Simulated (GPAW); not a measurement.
Runs of GPAW 26.7.0 on Cl. The structure is orthorhombic, space group Cmce (No. 64). Conventional cell: a = 6.290 Å, b = 4.500 Å, c = 8.210 Å, α = 90.00°, β = 90.00°, γ = 90.00°. Cl (site symmetry m) is surrounded by 1 Cl at 2.02 Å. 

```tsv
task	level	potentials or basis	cell	k mesh	cutoff (eV)	optimizer	fmax	max steps	convergence	band path	grid spacing	gap on the mesh (eV)	pressure (GPa)	V0 of scaled cells (Å³/atom)	relaxed volume (Å³/atom)	B0 (GPa)	largest force (eV/Å)
relaxation of cell and atoms	PBEsol+D3(BJ)	PAW data sets generated in the run's folder for this functional, pw	relaxed	5 × 5 × 3	600	BFGS	0.02 eV/Å	60	density=1e-05 forces=0.0001	-	-	2.01	0.0	-	23.63	-	0.02
band structure	PBE	GPAW PAW data sets (gpaw-data 1.2.1), pw	as given	5 × 5 × 3	600	-	-	-	-	GXSRAZGYX1A1TY,ZT	-	2.49	0.7	-	-	-	0.14
equation of state	PBE	GPAW PAW data sets (gpaw-data 1.2.1), fd	as given	5 × 5 × 3	-	-	-	-	-	-	0.16 Å	-	-	29.72	-	27	-
relaxation of cell and atoms	RPBE+D4	the program's PAW data sets (release 1.2.1) made for this functional, pw	relaxed	5 × 5 × 3	600	BFGS	0.02 eV/Å	40	-	-	-	(c)	0.0	-	(b)	-	0.01
equation of state	PBEsol	PAW data sets generated in the run's folder for this functional, pw	as given	7 × 7 × 4	600	-	-	-	-	-	-	-	-	28.29	-	(a)	-
```

Alike in all rows: no spin polarisation; smearing fermi-dirac 0.05 eV.

Q: Estimate the missing entries.

A: (a) 29; (b) 27.44; (c) 2.36.

Caveats: later steps reuse the first step's grids (some runs); an odd mesh through Γ misses points on the zone boundary, where band edges often lie (some runs); the cell was scaled at fixed shape and fractional positions, which overstates the stiffness of a crystal with free parameters, most of all of layers and chains (some runs); the volume moved by over 15 % at a fixed basis, so the end points are rough (some runs); the real-space grid adds noise to forces (some runs).

Not every run made on this cell is shown here.
